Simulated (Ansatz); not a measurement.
Set up this calculation in Ansatz 0.2.0, as the native input.

```
Task                  : relaxation of cell and atoms
Functional            : PBEsol
Potentials or basis   : Ansatz PAW
Cutoff                : 420 eV (not typed: the program's choice for these potentials)
k mesh                : 9 × 6 × 6
Occupations           : fermi-dirac, width 0.05 eV
Spin                  : no spin polarisation
Target pressure       : 2 GPa
Target pressure (GPa) : 2
```

TiAl3:

```xyz
4
Lattice="2.8397 0.0000 0.0000 0.0000 4.6813 0.0000 0.0000 0.0000 4.9007" Properties=species:S:1:pos:R:3 pbc="T T T"
Ti    0.0000    2.3406    0.8131
Al    0.0000    0.0000    4.0965
Al    1.4198    0.0000    1.6217
Al    1.4198    2.3406    3.2701
```

The cell comes from a database or a generator and needn't be the stable form of this composition.

These files were run (other wordings do the same):

input.yaml

```yaml
crystal:
  lattice:
    - [2.839677, 0.0, 0.0]
    - [0.0, 4.681264, 0.0]
    - [0.0, 0.0, 4.900742]
  atoms:
    - { symbol: Ti, position: [0.0, 0.5, 0.165916] }
    - { symbol: Al, position: [0.0, 0.0, 0.8359] }
    - { symbol: Al, position: [0.5, 0.0, 0.330912] }
    - { symbol: Al, position: [0.5, 0.5, 0.667271] }
hamiltonian:
  xc: pbesol
  pseudopotentials: { kind: paw }
kpoints:
  mp_grid: { grid: [9, 6, 6] }
scf:
  occupations: { method: fermi_dirac, width: 0.05 }
output:
  forces: true
  stress: true
  eigenvalues: true
relax:
  f_tol: 0.01
  max_steps: 40
  cell: { stress_tol: 0.05, p_target: 2.0 }
```

Potentials or basis: Ansatz PAW.

Run with:

```bash
$ ansatz run input.yaml --threads 2 --pin off --max-ram 5632MiB --backend cpu --events-out ev --progress --plain --runs-dir out
```

It gave:

```
Relaxed volume                                         : 15.61 Å³/atom
Relaxed cell                                           : a = 2.748 Å, b = 4.657 Å, c = 4.879 Å, α = 90.00°, β = 90.00°, γ = 90.00°
Space group after relaxing (to 0.05 Å)                 : Pmm2 (No. 25)
Energy change on relaxing (the enthalpy is what falls) : -4.6 meV/atom
Ionic steps                                            : 6
Pressure after relaxing                                : 2.0 GPa
Largest force after relaxing                           : 0.004 eV/Å
Band gap on the k mesh                                 : none (metal or under the smearing width)
```

Caveat: the plane-wave basis is chosen anew once the cell has moved, so the energies of steps on either side of that aren't comparable; the PAW data sets come from PBE, with cores solved anew for the run's functional, which leaves a small shift of forces and pressure.

Wall time 17 s on 2 threads of Intel(R) Xeon(R) Platinum 8375C CPU @ 2.90GHz (Ice Lake), on a shared host, peak memory 0.45 GiB.
